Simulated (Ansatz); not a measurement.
**BeS4 and its competing phases**

These are results of DFT PBE, scalar-relativistic, plane waves, PAW (Ansatz 0.2.0), not measurements. All cells share a 420 eV cutoff and Γ-centred k meshes spaced at most about 0.3 Å⁻¹ (about 0.25 or finer for metals, 2π included). No spin polarisation.

Formation energies are uncorrected and refer to the elements' standard structures at the same level.

All energies are static (0 K, no zero-point motion). The reference form of S is held partly by dispersion forces, which this level lacks.

The competitors are the elements and 1 reference phase of this chemical system (from databases or known types: BeS), relaxed at the same level; other known phases may be missing.

The candidate was reached from: CrGa4 type (Im-3m).

```
Be S
1.0
    -2.75312    2.75312    2.75312
     2.75312   -2.75312    2.75312
     2.75312    2.75312   -2.75312
Be S
1 4
Direct
  0.00000 0.00000 0.00000
  0.00000 0.00000 0.50000
  0.00000 0.50000 0.00000
  0.50000 0.00000 0.00000
  0.50000 0.50000 0.50000
```

Question: Into what would it decompose?

Answer: Its formation energy is 0.565 eV/atom. The lowest competing mixture at this composition is this:

```
phase      space group   source  share of atoms  ΔE_f (eV/atom)
    S                -  element          0.6000         -0.0011
  BeS  F-43m (No. 216)      COD          0.4000          -1.070
```

The lowest database cell of S (-0.0011) lies slightly below the reference, hence the non-zero entry.

The mixture lies at -0.429 eV/atom, and the candidate lies 0.99 eV/atom above it. The candidate matches no cell in the subsets of the Crystallography Open Database and the Materials Project at hand. A phase this far over the hull is unlikely to be made.
